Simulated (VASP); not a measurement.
**GaN in VASP: one cell, several levels of theory**

GaN in the rocksalt structure, under +2.0 % biaxial strain in x and y, free along z is computed at one geometry. Runs: PBE, r2SCAN. The results are then set beside those of Ansatz 0.2.0 for the same cell. This is a trial cell built on a prototype, not taken from a measured structure, and it needn't be the compound's ground state.

Program: VASP 6.6.1. PAW datasets, plane waves. No spin polarisation. The prototype was imposed, so other structures may be more stable.

### 1 The system as given

The cell comes from an earlier relaxation with r2SCAN in another program, then strained, with the atoms relaxed again.

Space group I4/mmm (No. 139), tetragonal; conventional cell a = 3.042 Å, c = 4.139 Å, 9.57 Å³ an atom. Around Ga lie 6 N at 2.07–2.15 Å; around N lie 6 Ga at 2.07–2.15 Å.

Coordinates:

```cif
data_structure
_symmetry_space_group_name_H-M 'I4/mmm'
_symmetry_Int_Tables_number 139
_cell_length_a 3.0415
_cell_length_b 3.0415
_cell_length_c 4.1388
_cell_angle_alpha 90.000
_cell_angle_beta 90.000
_cell_angle_gamma 90.000
_cell_volume 38.29
loop_
_atom_site_label
_atom_site_type_symbol
_atom_site_symmetry_multiplicity
_atom_site_Wyckoff_symbol
_atom_site_fract_x
_atom_site_fract_y
_atom_site_fract_z
_atom_site_occupancy
Ga1 Ga 2 a 0.00000 0.00000 0.00000 1
N1 N 2 b 0.00000 0.00000 0.50000 1
```

### 2 PBE at this geometry

Input file INCAR:

```
ENCUT = 520.000000
SIGMA = 0.020000
EDIFF = 1.00e-07
GGA = PE
PREC = Accurate
IBRION = -1
ISIF = 2
ISMEAR = -1
NBANDS = 16
NELM = 120
NSW = 0
LASPH = .TRUE.
LCHARG = .FALSE.
LWAVE = .FALSE.
LREAL = .FALSE.
```

Input file KPOINTS:

```
KPOINTS created by Atomic Simulation Environment
0
Gamma
10 10 10
0 0 0
```

Input file KPOINTS_OPT:

```
special points
8
Reciprocal
0.0000000000 0.0000000000 0.0000000000 1
0.5000000000 0.0000000000 0.5000000000 1
0.6250000000 0.2500000000 0.6250000000 1
0.3750000000 0.3750000000 0.7500000000 1
0.5000000000 0.5000000000 0.5000000000 1
0.5000000000 0.2500000000 0.7500000000 1
0.0078120000 0.1848960000 -0.1770830000 1
0.5000000000 0.5000000000 0.0000000000 1
```

Input file POSCAR:

```
Ga N
 1.0000000000000000
     0.0000000000000000    2.1506855389999999    2.0694121833999999
     2.1506855389999999    0.0000000000000000    2.0694121833999999
     2.1506855389999999    2.1506855389999999    0.0000000000000000
 Ga  N
   1   1
Cartesian
  0.0000000000000000  0.0000000000000000  0.0000000000000000
  2.1506855389999995  2.1506855389999995  2.0694121833999994
```

The run uses the recommended PBE PAW datasets (18 valence electrons a neutral cell).

Started as:

```sh
mpirun -np 1 vasp_std
```

Printed to the terminal (iteration lines stand in OSZICAR):

```text
POSCAR found type information on POSCAR GaN
 POSCAR found :  2 types and       2 ions
 LDA part: xc-table for (Slater+PW92), standard interpolation
 POSCAR, INCAR and KPOINTS ok, starting setup
 FFT: planning ... GRIDC
 FFT: planning ... GRID_SOFT
 FFT: planning ... GRID
 WAVECAR not read
 entering main loop
 Start KPOINTS_OPT (optional k-point list driver)
k-point batch [1-8\8]
```

OSZICAR:

```text
N       E                     dE             d eps       ncg     rms          rms(c)
DAV:   1     0.739965499879E+02    0.73997E+02   -0.92617E+03  3792   0.212E+03
DAV:   2    -0.859242827693E+01   -0.82589E+02   -0.76955E+02  3784   0.319E+02
DAV:   3    -0.129687477251E+02   -0.43763E+01   -0.43633E+01  3792   0.630E+01
DAV:   4    -0.130083403737E+02   -0.39593E-01   -0.39589E-01  4056   0.632E+00
DAV:   5    -0.130087894845E+02   -0.44911E-03   -0.44911E-03  3912   0.618E-01    0.733E+00
DAV:   6    -0.112139576537E+02    0.17948E+01   -0.44094E+00  4728   0.395E+01    0.239E+00
DAV:   7    -0.112059013964E+02    0.80563E-02   -0.22671E-01  3920   0.527E+00    0.157E+00
DAV:   8    -0.111927747197E+02    0.13127E-01   -0.34121E-02  3632   0.216E+00    0.547E-01
DAV:   9    -0.111908415595E+02    0.19332E-02   -0.67894E-03  3984   0.186E+00    0.119E-01
DAV:  10    -0.111908660400E+02   -0.24481E-04   -0.60061E-04  3816   0.293E-01    0.250E-02
DAV:  11    -0.111908583499E+02    0.76901E-05   -0.43285E-05  4208   0.737E-02    0.972E-03
DAV:  12    -0.111908601775E+02   -0.18276E-05   -0.27319E-06  4120   0.291E-02    0.396E-03
DAV:  13    -0.111908600830E+02    0.94497E-07   -0.23415E-07  3528   0.453E-03
   1 F= -.11190860E+02 E0= -.11190859E+02  d E =-.200845E-05
       N       E                     dE             ncg
DAV:   1     0.279261096877E+04   -0.57361E+04      288
DAV:   2     0.209203217030E+04   -0.70058E+03      328
DAV:   3     0.205796344262E+04   -0.34069E+02      288
DAV:   4     0.205767967603E+04   -0.28377E+00      336
DAV:   5     0.205767634004E+04   -0.33360E-02      304
DAV:   6     0.205767625869E+04   -0.81354E-04      344
DAV:   7     0.205767625663E+04   -0.20594E-05      328
DAV:   8     0.205767625655E+04   -0.71079E-07      280
```

The lines after F= are the extra pass for the points of KPOINTS_OPT, at fixed density; their E is not a total energy.

From OUTCAR:

```text
k-points           NKPTS =    102   k-points in BZ     NKDIM =    102   number of bands    NBANDS=     16

   NELECT =      18.0000    total number of electrons

   dimension x,y,z NGX =    24 NGY =   24 NGZ =   24
   dimension x,y,z NGXF=    48 NGYF=   48 NGZF=   48

  energy-cutoff  :      520.00
  volume of cell :       19.14
      direct lattice vectors                 reciprocal lattice vectors
     0.000000000  2.150685539  2.069412183    -0.232484011  0.232484011  0.241614505
     2.150685539  0.000000000  2.069412183     0.232484011 -0.232484011  0.241614505
     2.150685539  2.150685539  0.000000000     0.232484011  0.232484011 -0.241614505

 k-points in reciprocal lattice and weights: KPOINTS created by Atomic Simulation Env
   0.00000000  0.00000000  0.00000000       0.001
   0.10000000  0.00000000  0.00000000       0.008
   0.20000000  0.00000000  0.00000000       0.008
   0.30000000  0.00000000  0.00000000       0.008
   0.40000000  0.00000000  0.00000000       0.008
   0.50000000  0.00000000  0.00000000       0.004
   0.10000000  0.10000000  0.00000000       0.002
   0.20000000  0.10000000  0.00000000       0.008
[... 94 more k-points ...]

 E-fermi :   7.8881

 k-point     1 :       0.0000    0.0000    0.0000
  band No.  band energies     occupation
      1      -9.4528      2.00000
      2      -6.2780      2.00000
      3      -6.2780      2.00000
      4      -6.2618      2.00000
      5      -6.2092      2.00000
      6      -6.1514      2.00000
      7       6.9760      2.00000
      8       7.3425      2.00000
      9       7.3425      2.00000
     10       9.8115      0.00000
     11      22.2819      0.00000
     12      22.2819      0.00000
     13      22.5845      0.00000
     14      22.8267      0.00000
     15      22.8267      0.00000
     16      23.7804      0.00000

 k-point     2 :       0.1000    0.0000    0.0000
  band No.  band energies     occupation
      1      -9.2610      2.00000
      2      -6.2812      2.00000
      3      -6.2707      2.00000
      4      -6.2558      2.00000
      5      -6.2158      2.00000
      6      -6.1676      2.00000
      7       5.9946      2.00000
      8       7.1684      2.00000
      9       7.3439      2.00000
     10      10.7930      0.00000
     11      19.8880      0.00000
     12      21.1161      0.00000
     13      21.8510      0.00000
     14      23.1542      0.00000
     15      23.3887      0.00000
     16      24.1040      0.00000

 k-point     3 :       0.2000    0.0000    0.0000
  band No.  band energies     occupation
      1      -8.7059      2.00000
      2      -6.3022      2.00000
      3      -6.2997      2.00000
      4      -6.2672      2.00000
      5      -6.1820      2.00000
      6      -6.1719      2.00000
      7       3.9933      2.00000
      8       7.2646      2.00000
      9       7.3570      2.00000
     10      12.0731      0.00000
     11      17.8014      0.00000
     12      19.3096      0.00000
     13      20.2718      0.00000
     14      23.0903      0.00000
     15      24.6077      0.00000
     16      24.7732      0.00000

 k-point     4 :       0.3000    0.0000    0.0000
  band No.  band energies     occupation
      1      -7.8653      2.00000
      2      -6.3632      2.00000
      3      -6.3423      2.00000
      4      -6.3097      2.00000
      5      -6.1276      2.00000
      6      -6.1168      2.00000
      7       1.9535      2.00000
      8       7.3925      2.00000
      9       7.4209      2.00000
     10      12.6217      0.00000
     11      16.8685      0.00000
     12      17.7539      0.00000
     13      18.7187      0.00000
     14      23.1618      0.00000
     15      26.4612      0.00000
     16      26.4756      0.00000

 k-point     5 :       0.4000    0.0000    0.0000
  band No.  band energies     occupation
      1      -6.9516      2.00000
      2      -6.4141      2.00000
      3      -6.3964      2.00000
      4      -6.3337      2.00000
      5      -6.0848      2.00000
      6      -6.0616      2.00000
      7       0.2675      2.00000
      8       7.4388      2.00000
      9       7.5701      2.00000
     10      12.4682      0.00000
     11      16.7277      0.00000
     12      16.8354      0.00000
     13      17.6345      0.00000
     14      23.6208      0.00000
     15      28.7401      0.00000
     16      28.8240      0.00000

 k-point     6 :       0.5000    0.0000    0.0000
  band No.  band energies     occupation
      1      -6.4674      2.00000
      2      -6.4335      2.00000
      3      -6.4166      2.00000
      4      -6.3705      2.00000
      5      -6.0683      2.00000
      6      -6.0402      2.00000
      7      -0.4559      2.00000
      8       7.4611      2.00000
      9       7.6334      1.99999
     10      12.3233      0.00000
     11      16.3688      0.00000
     12      16.9633      0.00000
     13      17.1939      0.00000
     14      23.9442      0.00000
     15      30.6235      0.00000
     16      30.7303      0.00000

 k-point     7 :       0.1000    0.1000    0.0000
  band No.  band energies     occupation
      1      -9.1757      2.00000
      2      -6.2799      2.00000
      3      -6.2576      2.00000
      4      -6.2576      2.00000
      5      -6.2150      2.00000
      6      -6.1973      2.00000
      7       5.9045      2.00000
      8       7.0728      2.00000
      9       7.0728      2.00000
     10      11.1871      0.00000
     11      20.2114      0.00000
     12      20.9010      0.00000
     13      20.9010      0.00000
     14      21.3936      0.00000
     15      25.3368      0.00000
     16      25.3368      0.00000

 k-point     8 :       0.2000    0.1000    0.0000
  band No.  band energies     occupation
      1      -8.7335      2.00000
      2      -6.3020      2.00000
      3      -6.2838      2.00000
      4      -6.2589      2.00000
      5      -6.2122      2.00000
      6      -6.1679      2.00000
      7       4.4937      2.00000
      8       6.8551      2.00000
      9       7.0667      2.00000
     10      12.3281      0.00000
     11      18.2557      0.00000
     12      19.2566      0.00000
     13      20.0713      0.00000
     14      21.5503      0.00000
     15      25.8548      0.00000
     16      26.4329      0.00000

 k-point     9 :       0.3000    0.1000    0.0000
  band No.  band energies     occupation
      1      -8.0116      2.00000
      2      -6.3528      2.00000
      3      -6.3084      2.00000
      4      -6.3056      2.00000
      5      -6.1359      2.00000
      6      -6.1064      2.00000
      7       2.5991      2.00000
      8       6.7730      2.00000
      9       7.1453      2.00000
     10      13.0910      0.00000
     11      16.6867      0.00000
     12      18.0736      0.00000
     13      18.8418      0.00000
     14      22.4322      0.00000
     15      26.3469      0.00000
     16      27.8085      0.00000

 k-point    10 :       0.4000    0.1000    0.0000
  band No.  band energies     occupation
      1      -7.2598      2.00000
      2      -6.4031      2.00000
      3      -6.3618      2.00000
      4      -6.2634      2.00000
      5      -6.0544      2.00000
      6      -5.9716      2.00000
      7       0.8354      2.00000
      8       6.8601      2.00000
      9       7.0694      2.00000
     10      13.1305      0.00000
     11      15.6682      0.00000
     12      17.7041      0.00000
     13      18.0400      0.00000
     14      23.4076      0.00000
     15      27.4496      0.00000
     16      29.7654      0.00000

 k-point    11 :       0.5000    0.1000    0.0000
  band No.  band energies     occupation
      1      -6.9283      2.00000
      2      -6.4329      2.00000
      3      -6.4008      2.00000
      4      -6.1962      2.00000
      5      -6.0377      2.00000
      6      -5.6518      2.00000
      7      -0.2277      2.00000
      8       6.8345      2.00000
      9       7.0880      2.00000
     10      12.9875      0.00000
     11      15.1997      0.00000
     12      16.9669      0.00000
     13      18.3834      0.00000
     14      24.4495      0.00000
     15      28.5371      0.00000
     16      30.6490      0.00000

 k-point    12 :      -0.4000    0.1000    0.0000
  band No.  band energies     occupation
      1      -7.0493      2.00000
      2      -6.4253      2.00000
      3      -6.4066      2.00000
      4      -6.1991      2.00000
      5      -6.0642      2.00000
      6      -5.6907      2.00000
      7       0.0873      2.00000
      8       6.5297      2.00000
      9       7.3688      2.00000
     10      13.1004      0.00000
     11      15.2126      0.00000
     12      16.8023      0.00000
     13      18.5181      0.00000
     14      24.9053      0.00000
     15      28.3308      0.00000
     16      29.2233      0.00000

[... the tables of k-points 13 to 102 left out ...]

  Total        0.2668810      0.2668810      1.1252577      0.0000000     -0.0000000      0.0000000
  in kB       22.3355880     22.3355880     94.1741557      0.0000000     -0.0000000      0.0000000
  external PRESSURE =      46.2817773 kB  Pullay stress =       0.0000000 kB

 POSITION                                       TOTAL-FORCE (eV/Angst)
 -----------------------------------------------------------------------------------
      0.00000      0.00000      0.00000        -0.000000      0.000000      0.000000
      2.15069      2.15069      2.06941         0.000000      0.000000      0.000000
 -----------------------------------------------------------------------------------
    total drift:                                0.000000     -0.000000     -0.000000

  FREE ENERGIE OF THE ION-ELECTRON SYSTEM (eV)
  ---------------------------------------------------
  free  energy   TOTEN  =       -11.1908600830 eV

  energy  without entropy=      -11.1908580746  energy(sigma->0) =      -11.19085908
```

Hardware: 1 MPI rank of Intel Xeon Platinum 8488C, shared host.

The levels at the points of KPOINTS_OPT are read from vasprun.xml.

Near the gap, in eV above the top of the last filled band v; c is the band after it:

```
point    v−1      v     c    c+1
    Γ  -0.41  -0.41  2.06  14.53
    X  -3.21  -2.67  0.63   7.95
    U  -5.75  -2.01  3.25   8.91
    K  -5.60  -2.28  2.76   8.67
    L  -0.29  -0.12  4.57   8.62
    W  -5.32  -4.45  4.78   9.49
```

PBE gives an indirect gap of 0.26 eV, from (0.01, 0.18, -0.18) to (0.50, 0.50, 0.00); the least direct gap is 2.47 eV. Pressure: 4.63 GPa; the forces vanish within 0.01 eV/Å.

[end of part 1 of 2]
